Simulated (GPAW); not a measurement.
Runs of GPAW 26.7.0 on Ni3Ge. Symmetry: Pm-3m, No. 221, cubic system. Conventional cell: a = 3.530 Å, b = 3.530 Å, c = 3.530 Å, α = 90.00°, β = 90.00°, γ = 90.00°. Ge (site symmetry m-3m) has 12 Ni at 2.50 Å as nearest neighbours. Ni (site symmetry 4/mmm) is surrounded by 4 Ge at 2.50 Å and 8 Ni at 2.50 Å. The cell comes from a database or a generator and needn't be the stable form of this composition.

```csv
level,gap on the mesh (eV),pressure (GPa),moment (μB),relaxed volume (Å³/atom)
PBEsol+D3(BJ),none,0.2,0.00,(a)
PBEsol+D4,none,0.0,0.00,(b)
PBEsol+D3(BJ)+ATM,none,0.1,0.00,10.83
PBEsol+D3,none,0.2,0.00,10.74
PBEsol,none,0.0,0.00,11.07
```

Alike in all rows: task relaxation of cell and atoms; potentials or basis PAW data sets generated in the run's folder for this functional, pw; spin collinear, ferromagnetic start; cell relaxed; k mesh 6 × 6 × 6; cutoff (eV) 600; smearing fermi-dirac 0.05 eV.

Task: Fill in the values left out.

Result: (a) 10.75; (b) 10.89.

Caveats: each step starts from the last one's moments, so a moment once lost doesn't come back; the stock nickel data set gives pressures a few GPa off other programs; later steps reuse the first step's grids; pairwise dispersion overbinds metals, which lowers pressure and volume (some runs).

A k mesh can miss the band edges, and the runs leave out spin-orbit coupling on Ge.

A gap of «none» marks a metal or a gap under the smearing width.
